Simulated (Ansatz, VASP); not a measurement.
HfSi3: VASP beside Ansatz

```
Hf Si
1.0
     0.00000    3.39339    3.39339
     3.39339    0.00000    3.39339
     3.39339    3.39339    0.00000
Hf Si
1 3
Direct
  0.50000 0.50000 0.50000
  0.00000 0.00000 0.00000
  0.75000 0.75000 0.75000
  0.25000 0.25000 0.25000
```

Alike in both runs: task relaxation of cell and atoms; functional PBE; k mesh 4 × 4 × 4; occupations gaussian, width 0.1 eV; no spin polarisation.

```csv
,VASP,Ansatz
version,VASP 6.6.1,Ansatz 0.2.0
potentials or method,"VASP PAW PBE potentials, release 64 (Hf_pv, Si)","scalar-relativistic, plane waves, PAW"
plane-wave cutoff (eV),600,420
valence electrons in the cell,22,38
```

```csv
,VASP,Ansatz,Ansatz less VASP
"gap on the k mesh at the Fermi level, each at its own relaxed structure (eV)",none,none,-
relaxed volume (Å³/atom),16.92,17.01,+0.089
relaxed cell length with the largest relative difference (Å),4.574,4.582,+0.0080
energy change over the relaxation (meV/atom),-93,-90,+3.6
```

A gap of «none» marks a metal or a gap that the smearing closes. The two sets of potentials don't hold the same shells in valence.

Caveats: the k mesh is coarse (spacing up to 0.40 Å⁻¹), so the values aren't converged. Spin-orbit coupling is left out, which matters for the levels of Hf.
